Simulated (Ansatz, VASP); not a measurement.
## Two plane-wave programs on SiC

```
Si C
1.0
     3.07598    0.00000    0.00000
    -1.53799    2.66388    0.00000
     0.00000    0.00000    5.04784
Si C
2 2
Direct
  0.33333 0.66667 0.97165
  0.66667 0.33333 0.47165
  0.33333 0.66667 0.40335
  0.66667 0.33333 0.90335
```

Change from the starting cell: polar distortion scaled by 0.55.

Alike in both runs: task single point; functional PBEsol; k mesh 12 × 12 × 6; no spin polarisation.

|  | VASP | Ansatz |
| --- | --- | --- |
| version | VASP 6.6.1 | Ansatz 0.2.0 |
| potentials or method | VASP PAW PBE potentials, release 64 (Si, C) | scalar-relativistic, plane waves, PAW |
| plane-wave cutoff (eV) | 520 | 420 |
| occupations | gaussian, width 0.01 eV | fixed |
| valence electrons in the cell | 16 | 16 |

|  | VASP | Ansatz | Ansatz less VASP |
| --- | --- | --- | --- |
| gap on the k mesh at the Fermi level (eV) | 1.25 | 1.26 | +0.009 |
| least direct gap on the mesh (eV) | 3.42 | 3.41 | -0.005 |
| pressure (GPa) | 5.8 | 5.5 | -0.30 |
| largest component of the traceless stress (GPa) | 11.81 | 11.57 | -0.238 |
| rms of the force components (eV/Å) | 1.348 | 1.340 | -0.0082 |

Atom by atom the forces differ by 0.008 eV/Å (rms over components). Ansatz warned: «pseudo_functional_mismatch».

Caveats: the PAW data sets were made with another functional, which shifts forces and pressure a little (VASP). A k mesh can miss the band edges.
